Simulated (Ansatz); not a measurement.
# VO2 (P4_2/mnm) in Ansatz: settings compared

The runs below take VO2 through relaxation of cell and atoms, single point, with BLYP, PBE.

Program: Ansatz 0.2.0. These are calculated values, not measurements. Logs are shortened: lines on timing, memory, paths and dates and some standing lists are left out, and cuts for length are marked.

**1. Starting point**

Symmetry: P4_2/mnm, No. 136, tetragonal system. The conventional cell has a = 4.507 Å, b = 4.507 Å, c = 3.044 Å, α = 90.00°, β = 90.00°, γ = 90.00°. V (site symmetry mmm) is surrounded by 6 O at 1.91 to 1.99 Å. O (site symmetry m2m) is surrounded by 3 V at 1.91 to 1.99 Å.

The cell is a database's computed one.

**2. Relaxation of cell and atoms, BLYP, collinear spin, ferromagnetic start**

File input.yaml:

```yaml
crystal:
  lattice:
    - [4.5072020454, 0.0, 0.0]
    - [0.0, 4.5072020454, 0.0]
    - [0.0, 0.0, 3.04445]
  atoms:
    - { symbol: V, position: [0.5, 0.5, 0.5], spin: 2.0 }
    - { symbol: V, position: [0.0, 0.0, 0.0], spin: 2.0 }
    - { symbol: O, position: [0.200358, 0.799642, 0.5] }
    - { symbol: O, position: [0.799642, 0.200358, 0.5] }
    - { symbol: O, position: [0.700358, 0.700358, 0.0] }
    - { symbol: O, position: [0.299642, 0.299642, 0.0] }
hamiltonian:
  xc: blyp
  pseudopotentials: { kind: paw }
magnetization:
  spin_polarized: true
kpoints:
  mp_grid: { grid: [6, 6, 9] }
scf:
  occupations: { method: fermi_dirac, width: 0.05 }
output:
  forces: true
  stress: true
relax:
  f_tol: 0.01
  max_steps: 40
  cell: { stress_tol: 0.05 }
```

Potentials or basis: Ansatz PAW.

The run is started by

```console
ansatz run input.yaml --threads 2 --pin off --max-ram 5632MiB --backend cpu --events-out ev --progress --plain --runs-dir out
```

Standard output:

```text
Warning: RAYON_NUM_THREADS=2 ignored (pool sized by the plan → 2); use --threads N
Engine: ansatz 0.2.0, x86_64-unknown-linux-gnu
Pseudopotentials: kind: paw
Pseudopotential: V, paw, valence charge 13, recommended cutoff 420 eV (normal), V.paw.azcp
Pseudopotential: O, paw, valence charge 6, recommended cutoff 420 eV (normal), O.paw.azcp
Functional definition: BLYP
  parameter beta = 0.0042
  parameter a = 0.04918
  parameter b = 0.132
  parameter c = 0.2533
  parameter d = 0.349
  exchange = b88_x(beta = beta)
  correlation = lyp_c(a = a, b = b, c = c, d = d)
Crystal: 6 atoms, lattice volume = 61.848 Å³
Basis set: ecut = 420 eV, 1195 PW (Γ), exchange–correlation on 64×64×48 points (8 copies of the dense FFT grid, shifted against one another)
Bands: 33, of which v1, the nominal top of the filled ones, is band 25 counted from 1 (24 counted from 0)
Symmetry: 16 space group operations
Space group: P42/mnm (ITA 136), of the structure as read, at distance tolerance 4.0e-5 Å
Magnetic group: BNS 136.495 (UNI 1155), of the structure as read, at distance tolerance 4.0e-5 Å
k-points: 50 of 324
Non-local potential: V, projectors of the file, l = 0: 3, l = 1: 2, l = 2: 3, l = 3: 1
Non-local potential: O, projectors of the file, l = 0: 2, l = 1: 2, l = 2: 1
PAW form: soft (Blöchl's): semilocal exchange-correlation on the pseudo side does not see the compensation charge
PAW frozen core: V, regenerated for the run's functional, and the local potential with it (the file was generated under x = pbe(κ = 0.804, μ = 0.2195149727645171), c = pbe(β = 0.06672455060314922))
PAW frozen core: O, regenerated for the run's functional, and the local potential with it (the file was generated under x = pbe(κ = 0.804, μ = 0.2195149727645171), c = pbe(β = 0.06672455060314922))
PAW one-centre angular grid: V, 590 points (default); XC on 64 Gauss nodes
PAW one-centre angular grid: O, 110 points (default); XC on 64 Gauss nodes
Initial density: superposition of atomic densities (chi_scale 0.1, normalization cell, long waves kept (reshape's long-wave potential 0.00 eV rms))
Starting moments: Σ|m| = 4 μB on 2 of 6 sites
Initial wavefunctions: pseudopotential atomic-orbital guess
Functional: x = b88, c = lyp
SCF iter   1: F=—  HF=-8120.243881 eV  |F-HF|=—  |Δ(HF+E_count)|=         —  Δρ=5.16e-2 (↑3.30e-2 ↓5.16e-2)  dr2=1.96e0  dr2_m=5.85e-1  M=2.000 μB ∫|m|=3.148 μB  β_m=0.30  ethr=3.10e-3  ⟨swp⟩=5.5  Hψ=11185  notcnv=0  defer=1
Mixer restart at iter 1: flushing history
preconditioner: auto → Kerker (q_TF=auto, 2.633 Å⁻¹)  [metal: Δε(μ)=0.020 eV  Ē_g=9.593 eV  σ=0.050 eV  W_gap=0.10  n_scr=18 (ndim 8)  ℏωp=27.5 eV  f_vac=0.000  D(μ)=6.16/eV (n_scr^D=72)]
spin=Collinear: Kerker preconditioning applied to the charge; magnetization (m = ρ↑ − ρ↓) channel mixes plain (no charge-response kernel on spin).
SCF iter   2: F=—  HF=-8119.838779 eV  |F-HF|=—  |Δ(HF+E_count)|=   4.05e-1  Δρ=3.65e-2 (↑2.24e-2 ↓3.65e-2)  dr2=9.22e-1  dr2_m=3.00e-1  M=2.000 μB ∫|m|=3.103 μB  β_m=0.56  ethr=3.10e-3  ⟨swp⟩=2.0  Hψ=4634  notcnv=0  defer=136
SCF iter   3: F=—  HF=-8119.997265 eV  |F-HF|=—  |Δ(HF+E_count)|=   1.58e-1  Δρ=1.18e-2 (↑1.06e-2 ↓1.18e-2)  dr2=1.85e-1  dr2_m=3.70e-2  M=2.000 μB ∫|m|=2.856 μB  β_m=0.67  ethr=1.84e-3  ⟨swp⟩=2.2  Hψ=5428  notcnv=0  defer=136
[... 126 lines left out ...]
SCF iter   5: F=—  HF=-8120.214762 eV  |F-HF|=—  |Δ(HF+E_count)|=   2.04e-9  Δρ=6.19e-8 (↑5.38e-8 ↓6.19e-8)  dr2=5.38e-12  dr2_m=8.37e-14  M=1.998 μB ∫|m|=2.405 μB  β_m=0.91  ethr=1.00e-12  ⟨swp⟩=2.3  Hψ=4266  notcnv=0
SCF iter   6: F=-8120.214762 eV  HF=-8120.214762 eV  |F-HF|=2.73e-12  |Δ(HF+E_count)|=  2.46e-11  Δρ=4.72e-8 (↑4.72e-8 ↓3.74e-8)  dr2=5.87e-12  dr2_m=2.44e-14  M=1.998 μB ∫|m|=2.405 μB  ethr=1.00e-12  ⟨swp⟩=2.0  Hψ=8593  notcnv=0
SCF 9 converged in 6 iterations: F = -8120.214762 eV  dr2 = 5.87e-12
relax step   9: F+E_penalty+E_count = -8120.21476226 eV  Δ(F+E_penalty+E_count) = -6.210e-4 eV  max|allowed force component| = 8.636e-4 eV/Å  Δτ_max = 0.0000 Å  P = +0.026 GPa  Ω = 61.356 Å³  stress off target by 2.79e-2 GPa  SCF on the basis re-selected at this cell (its energy is not comparable with the rows above)  (6 SCF iters)
basis re-selected at this cell: Δ(F+E_penalty+E_count) = -6.210e-4 eV, ΔP = +0.012 GPa vs the last step (what re-selecting the basis moved, of the pressure what is left beyond the Pulay correction that the steps carried, after the strain that the cell walked since its last selection, with what the two solves' SCF thresholds leave and, on support functions, any second-order correction that the steps lacked; it is no measure of the basis error at this ecutwfc). This SCF's stress stands 2.79e-2 GPa from its target on what of the cell is left free (relax.cell.stress_tol is 5.00e-2 GPa) and its largest allowed force component is 8.64e-4 eV/Å (relax.f_tol is 1.00e-2 eV/Å): within both
SCF converged after 6 iterations
Magnetization: 1.9984 μB (25.9992 up, 24.0008 down)
Absolute magnetization: 2.4056 μB (∫|ρ↑−ρ↓|, with the PAW one-centre terms)
Spin contamination: 0.0401 ħ² per cell (⟨S²⟩ above its minimum at these occupations)
Per-site moments (μB) at R_I (Å): [(0.8456383650220332, 0.7990172506215973), (0.8456383650220337, 0.7990172506215975), (-0.04464817143995707, 0.7990172506215975), (-0.04464817143995701, 0.7990172506215975), (-0.04464817143995692, 0.7990172506215977), (-0.044648171439956946, 0.7990172506215973)]
Free energy (F): -8120.214762 eV
Harris-Foulkes:  -8120.214762 eV  (|F-HF|=2.73e-12)
Internal energy: -8120.189393 eV  (E = F + TS)
E sigma→0 (E₀):  -8120.202078 eV
Entropy (-TS):   -0.025369 eV (-4.228 meV/atom)
Fermi energy:    10.620159 eV
--- Per-component energies (eV) ---
  E_band       = -455.205342
  E_kinetic    = 1367.145641
  E_local      = -3654.828066  (includes V_loc(G=0)·N_el)
  E_nonlocal   = 95.057855
  E_hartree    = 1480.645577
  E_xc         = -548.378020
  E_vxc        = -695.515770  (∫ρ·V_xc dr)
  E_paw        = -2879.845303  (= ΣΔE_a)
  E_vpaw       = -528.366558  (= ΣTr[D̂ρ^β])
  E_aug_tail   = 0.010505  (compensation charges beyond the density's cutoff)
  E_ewald      = -3980.040366
  E_core_change = 0.042783  (= ΣΔE_core)
  E_smearing   = -0.025369  (= −TS)
  E_closure    = 0.000000  (closes the sum)
  Σ components = -8120.214762   (vs F -8120.214762, Δ=0.00e0)
--- Forces (eV/Å), atoms counted from 1 ---
  atom   1  V     -0.00000000    -0.00000000     0.00000000
  atom   2  V      0.00000000    -0.00000000     0.00000000
  atom   3  O      0.00086364    -0.00086364     0.00000000
  atom   4  O     -0.00086364     0.00086364    -0.00000000
  atom   5  O      0.00086364     0.00086364     0.00000000
  atom   6  O     -0.00086364    -0.00086364    -0.00000000
  max |Σ_I F_I| component: 6.94e-18 eV/Å
--- Stress (GPa, compression-positive) ---
        0.027894       0.000000       0.000000
        0.000000       0.027894      -0.000000
        0.000000      -0.000000       0.022421
  P = ⅓ Tr σ = 0.0261 GPa (0.261 kbar)
--- Relaxed structure (7 steps of the walk, 7 accepted, 2 SCFs on fresh bases) ---
  F+E_penalty+E_count = -8120.21476226 eV   max|allowed force component| = 8.636e-4 eV/Å   (the final SCF, on the basis selected at the relaxed cell)
  cell:  # Å, volume = 61.3562 Å³
    - [4.623453730991463, -1.1798270466834932e-33, -1.5775981829290093e-34]
    - [-7.408216339640539e-34, 4.623453730991463, -5.213189276043343e-34]
    - [-3.2432673837543426e-34, -3.521318532336091e-34, 2.8702880605607897]
  atoms:
    - { symbol: V, position: [0.5, 0.5, 0.5] }
    - { symbol: V, position: [6.414635430522614e-20, -6.414635430522629e-20, -5.958800496373643e-35] }
    - { symbol: O, position: [0.1989604782725452, 0.8010395217274551, 0.5] }
    - { symbol: O, position: [0.8010395217274551, 0.1989604782725452, 0.5] }
    - { symbol: O, position: [0.6989604782725451, 0.6989604782725451, 1.9445838114023356e-35] }
    - { symbol: O, position: [0.301039521727455, 0.301039521727455, 2.0131916235701976e-34] }
```

Run time: 2 min. Hardware: 2 threads of Intel Xeon at 2.50GHz (Skylake/Cascade Lake), shared host; peak memory 0.5 GiB.

What came out:

| Quantity | Value |
| --- | --- |
| Free energy | -8120.2148 eV |
| Relaxed volume | 10.23 Å³/atom |
| Relaxed cell | a = 4.623 Å, b = 4.623 Å, c = 2.870 Å, α = 90.00°, β = 90.00°, γ = 90.00° |
| Space group after relaxing (to 0.05 Å) | P4_2/mnm (No. 136) |
| Energy gained by relaxing | 36.6 meV/atom |
| Ionic steps | 9 |
| Pressure after relaxing | 0.0 GPa |
| Net moment | 2.00 μB per cell |
| Absolute moment | 2.41 μB per cell |
| Site moments | V +0.85; O -0.04 μB |

Step by step:
```
step  energy change (eV)  largest force (eV/Å)  volume (Å³)
   1              0.0000                0.2007        61.85
   2             -0.1476                0.5094        61.55
   3             -0.2022                0.1176        60.33
   4             -0.2081                0.0185        61.67
   5             -0.2122                0.0125        61.28
   6             -0.2121                0.0000        61.30
   7             -0.2187                0.0002        61.30
   8             -0.2188                0.0012        61.36
   9             -0.2194                0.0012        61.36
```

Final structure:
```
V O
1.0
     4.62345    0.00000    0.00000
     0.00000    4.62345    0.00000
     0.00000    0.00000    2.87029
V O
2 4
Direct
  0.50000 0.50000 0.50000
  0.00000 0.00000 0.00000
  0.19896 0.80104 0.50000
  0.80104 0.19896 0.50000
  0.69896 0.69896 0.00000
  0.30104 0.30104 0.00000
```

Caveat: the plane-wave basis is chosen anew once the cell has moved, so the energies of steps on either side of that aren't comparable; the pressure holds a Pulay correction of +1.0 GPa for the finite cutoff; the PAW data sets come from PBE, with cores solved anew for the run's functional, which leaves a small shift of forces and pressure.

**3. Single point, PBE, collinear spin, ferromagnetic start**

input.yaml: that of step 2 with these lines changed.

```diff
@@ -13,3 +13,3 @@
 hamiltonian:
-  xc: blyp
+  xc: pbe
   pseudopotentials: { kind: paw }
@@ -20,3 +20,3 @@
 scf:
-  occupations: { method: fermi_dirac, width: 0.05 }
+  occupations: { method: gaussian, width: 0.012 }
 output:
@@ -24,5 +24,6 @@
   stress: true
-relax:
-  f_tol: 0.01
-  max_steps: 40
-  cell: { stress_tol: 0.05 }
+  eigenvalues: true
+  write_density: true
+  write_potential: true
+  elf: true
+  volumetric_format: npy
```

Potentials or basis: Ansatz PAW.

The run is started by

```console
ansatz run input.yaml --threads 2 --pin off --max-ram 5632MiB --backend cpu --events-out ev --progress --plain --runs-dir out
```

Standard output:

```text
Warning: RAYON_NUM_THREADS=2 ignored (pool sized by the plan → 2); use --threads N
[... 4 set-up lines as earlier in the session ...]
Functional definition: PBE
  parameter kappa = 0.804
  parameter beta = 0.06672455060314922
  exchange = pbe_x(kappa = kappa, mu = beta*pi^2/3)
  correlation = pbe_c(beta = beta)
Crystal: 6 atoms, lattice volume = 61.848 Å³
Basis set: ecut = 420 eV, 1195 PW (Γ), exchange–correlation on 64×64×48 points (8 copies of the dense FFT grid, shifted against one another)
Bands: 33, of which v1, the nominal top of the filled ones, is band 25 counted from 1 (24 counted from 0)
[... 2 set-up lines as earlier in the session ...]
Magnetic group: BNS 136.495 (UNI 1155), of the structure as read, at distance tolerance 4.0e-5 Å
k-points: 50 of 324
[... 6 set-up lines as earlier in the session ...]
Starting moments: Σ|m| = 4 μB on 2 of 6 sites
[... 1 set-up line as earlier in the session ...]
[... 15 lines left out ...]
SCF iter  11: F=-8098.443259 eV  HF=-8098.443259 eV  |F-HF|=5.58e-10  |Δ(HF+E_count)|=   1.19e-8  Δρ=6.89e-7 (↑6.89e-7 ↓5.44e-7)  dr2=4.68e-10  dr2_m=4.69e-11  M=2.000 μB ∫|m|=2.566 μB  ethr=4.56e-11  ⟨swp⟩=8.6  Hψ=18765  notcnv=0
SCF 1 converged in 11 iterations: F = -8098.443259 eV  dr2 = 4.68e-10
SCF converged after 11 iterations
Magnetization: 2.0000 μB (26.0000 up, 24.0000 down)
Absolute magnetization: 2.5665 μB (∫|ρ↑−ρ↓|, with the PAW one-centre terms)
Spin contamination: 0.0492 ħ² per cell (⟨S²⟩ above its minimum at these occupations)
Per-site moments (μB) at R_I (Å): [(0.8564407725402184, 0.7878592977447664), (0.8564407725402187, 0.7878592977447664), (-0.06383132502439846, 0.7878592977447664), (-0.06383132502439855, 0.7878592977447664), (-0.06383132502439842, 0.7878592977447664), (-0.0638313250243985, 0.7878592977447665)]
Free energy (F): -8098.443259 eV
Harris-Foulkes:  -8098.443259 eV  (|F-HF|=5.58e-10)
Internal energy: -8098.443084 eV  (E = F + TS)
E sigma→0 (E₀):  -8098.443171 eV
Entropy (-TS):   -0.000174 eV (-0.029 meV/atom)
Fermi energy:    10.123148 eV
--- Per-component energies (eV) ---
  E_band       = -473.760842
  E_kinetic    = 1362.853883
  E_local      = -3594.484896  (includes V_loc(G=0)·N_el)
  E_nonlocal   = 91.681583
  E_hartree    = 1448.081166
  E_xc         = -553.546035
  E_vxc        = -703.983694  (∫ρ·V_xc dr)
  E_paw        = -2850.354764  (= ΣΔE_a)
  E_vpaw       = -525.999794  (= ΣTr[D̂ρ^β])
  E_aug_tail   = 0.010361  (compensation charges beyond the density's cutoff)
  E_ewald      = -4002.684383
  E_smearing   = -0.000174  (= −TS)
  E_closure    = -0.000000  (closes the sum)
  Σ components = -8098.443259   (vs F -8098.443259, Δ=0.00e0)
--- Forces (eV/Å), atoms counted from 1 ---
  atom   1  V     -0.00000000    -0.00000000    -0.00000000
  atom   2  V      0.00000000    -0.00000000     0.00000000
  atom   3  O     -0.13922431     0.13922431     0.00000000
  atom   4  O      0.13922431    -0.13922431    -0.00000000
  atom   5  O     -0.13922431    -0.13922431     0.00000000
  atom   6  O      0.13922431     0.13922431    -0.00000000
  max |Σ_I F_I| component: 2.78e-17 eV/Å
--- Stress (GPa, compression-positive) ---
       -2.530825       0.000000       0.000000
        0.000000      -2.530825       0.000000
        0.000000       0.000000     -22.191428
  P = ⅓ Tr σ = -9.0844 GPa (-90.844 kbar)
--- Band table (eV; the first three rows and the last of 100) ---
  k-point 0 ↑: bands = ["-55.8539", "-55.8456", "-29.6648", "-29.6648", "-29.6239", "-29.6025", "-29.5895", "-29.5895", "-9.4185", "-8.0159", "-7.5329", "-7.5329", "2.8595", "3.4346", "3.9178", "4.9749", "4.9749", "6.3427", "6.3427", "6.4948", "8.1593", "8.5840", "8.5840", "9.0841", "9.3482", "9.6563", "9.7797", "9.7797", "9.7944", "12.0067", "12.0282", "13.9450", "13.9450"]
  k-point 1 ↑: bands = ["-55.8520", "-55.8442", "-29.6599", "-29.6599", "-29.6443", "-29.6243", "-29.5888", "-29.5888", "-9.3181", "-7.9847", "-7.5627", "-7.5627", "3.0070", "3.5301", "4.0480", "4.8685", "4.8685", "6.1606", "6.5551", "6.5551", "7.5962", "8.1981", "8.1981", "8.9414", "9.6703", "9.7452", "9.8065", "10.0984", "10.0984", "11.9571", "12.1711", "13.7532", "13.7532"]
  k-point 2 ↑: bands = ["-55.8471", "-55.8407", "-29.6954", "-29.6794", "-29.6472", "-29.6472", "-29.5876", "-29.5876", "-9.0429", "-7.9223", "-7.6383", "-7.6383", "3.4009", "3.7703", "4.4306", "4.7507", "4.7507", "5.4784", "6.6345", "6.9331", "6.9331", "7.5092", "7.5092", "8.4462", "9.8769", "9.9448", "10.0602", "10.6102", "10.6102", "11.7504", "12.5314", "13.3949", "13.3949"]
  k-point 49 ↓: bands = ["-54.6874", "-54.6874", "-28.6573", "-28.6573", "-28.5522", "-28.5522", "-28.4143", "-28.4143", "-8.0900", "-8.0900", "-7.9890", "-7.9890", "3.9789", "3.9789", "4.0782", "4.0782", "5.4086", "5.4086", "6.2822", "6.2822", "7.4843", "7.4843", "8.2403", "8.2403", "11.4038", "11.4038", "11.6069", "11.6069", "11.7704", "11.7704", "13.5866", "13.5866", "14.3158"]
```

v_z.tsv:

```text
# z_ang	v_es[eV]	v_tot_up[eV]	v_tot_dn[eV]
# format = ansatz-planar-average/11
# xc	pbe
# density_cutoff_ev	1680
# datasets	V=:simpson_from_first_knot:soft	O=:simpson_from_first_knot:soft
# lattice	4.507202045	0.000000000	0.000000000
# lattice	0.000000000	4.507202045	0.000000000
# lattice	0.000000000	0.000000000	3.044450000
# sites	6
# site	23	2.253601023	2.253601023	1.522225000
# site	23	0.000000000	0.000000000	0.000000000
# site	8	0.903053987	3.604148058	1.522225000
# site	8	3.604148058	0.903053987	1.522225000
# site	8	3.156655010	3.156655010	0.000000000
# site	8	1.350547035	1.350547035	0.000000000
0.000000	2.194123e0	-1.022564e1	-9.869901e0
0.126852	2.526190e0	-9.723901e0	-9.450528e0
0.253704	3.469794e0	-8.404972e0	-8.226044e0
0.380556	4.841454e0	-6.571545e0	-6.406138e0
0.507408	6.477772e0	-4.405684e0	-4.212923e0
0.634260	7.986460e0	-2.441144e0	-2.219285e0
0.761112	8.619938e0	-1.625239e0	-1.403080e0
0.887965	7.986460e0	-2.441144e0	-2.219285e0
1.014817	6.477772e0	-4.405684e0	-4.212923e0
1.141669	4.841454e0	-6.571545e0	-6.406138e0
1.268521	3.469794e0	-8.404972e0	-8.226044e0
1.395373	2.526190e0	-9.723901e0	-9.450528e0
1.522225	2.194123e0	-1.022564e1	-9.869901e0
1.649077	2.526190e0	-9.723901e0	-9.450528e0
1.775929	3.469794e0	-8.404972e0	-8.226044e0
1.902781	4.841454e0	-6.571545e0	-6.406138e0
2.029633	6.477772e0	-4.405684e0	-4.212923e0
2.156485	7.986460e0	-2.441144e0	-2.219285e0
2.283338	8.619938e0	-1.625239e0	-1.403080e0
2.410190	7.986460e0	-2.441144e0	-2.219285e0
2.537042	6.477772e0	-4.405684e0	-4.212923e0
2.663894	4.841454e0	-6.571545e0	-6.406138e0
2.790746	3.469794e0	-8.404972e0	-8.226044e0
2.917598	2.526190e0	-9.723901e0	-9.450528e0
```

Run time: 21 s. Hardware: 2 threads of Intel Xeon at 2.50GHz (Skylake/Cascade Lake), shared host; peak memory 0.5 GiB.

What came out:

```
Free energy            : -8098.4433 eV
Pressure               : -9.1 GPa
Largest force          : 0.197 eV/Å
Band gap on the k mesh : none (metal or under the smearing width)
Net moment             : 2.00 μB per cell
Absolute moment        : 2.57 μB per cell
Site moments           : V +0.86; O -0.06 μB
```

Forces on the atoms (eV/Å):
```
V    0.000  0.000  0.000
V    0.000  0.000  0.000
O   -0.139  0.139  0.000
O    0.139 -0.139  0.000
O   -0.139 -0.139  0.000
O    0.139  0.139  0.000
```

Stress tensor (GPa, compression positive):
```
 -2.53   0.00   0.00
  0.00  -2.53   0.00
  0.00   0.00 -22.19
```

Caveat: the pressure holds a Pulay correction of +0.8 GPa for the finite cutoff; semilocal functionals often make such compounds metallic where correlation or magnetic order opens a gap, which also shifts bond lengths. With open d or f shells a metallic result of PBE can be an artefact of self-interaction; +U or a hybrid may open a gap.
